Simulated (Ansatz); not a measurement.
The elements of this relaxed trial crystal are hidden behind letters.

```
lattice vectors (Å)
   4.9578    0.0000    0.0000
  -2.4789    4.2935    0.0000
   0.0000    0.0000    9.3281
fractional positions
X 0.8018 0.4009 0.0833
X 0.5991 0.4009 0.4167
X 0.4009 0.8018 0.2500
X 0.5991 0.1982 0.7500
X 0.1982 0.5991 0.5833
X 0.4009 0.5991 0.9167
Z 0.6122 0.2244 0.2500
Z 0.2244 0.6122 0.0833
Z 0.3878 0.6122 0.4167
Z 0.7756 0.3878 0.5833
Z 0.6122 0.3878 0.9167
Z 0.3878 0.7756 0.7500
```

Computed with DFT PBE, scalar-relativistic, plane waves, PAW in Ansatz 0.2.0. Cutoff 420 eV, Γ-centred 6×6×4 mesh (12-atom cell), Gaussian smearing of 0.02 eV, no spin polarisation.

```
Space group                               : P6_122 (No. 178)
Conventional cell                         : a = 4.958 Å, c = 9.328 Å
Volume per atom                           : 16.55 Å³
Density                                   : 1.30 g/cm³
Formation energy                          : −2.807 eV/atom
Gap on the 6×6×4 mesh of the 12-atom cell : 6.04 eV
```

Energies are uncorrected and count from the elements' standard states at the same level.

Question: X is an s-block element of period 2 and Z is a p-block element of period 2. Which elements are they?

Answer: X = Li, Z = F, so the formula is LiF. Density times volume gives a mean mass of 1.30 × 16.55/1.6605 = 13.0 u per atom, and this set has 13.0 u. Among the elements that the hints allow, noble gases aside, only these give it. Li is surrounded by 3 F at 1.80–1.81 Å; F has 3 Li at 1.80–1.81 Å.

Kohn–Sham gaps at this level usually fall short of measured ones. Symmetry constrained the relaxation, so the result can be a saddle point. Another cell of LiF relaxed alike, in Fm-3m, lies 138 meV/atom lower, so this cell isn't the stable form at this level.
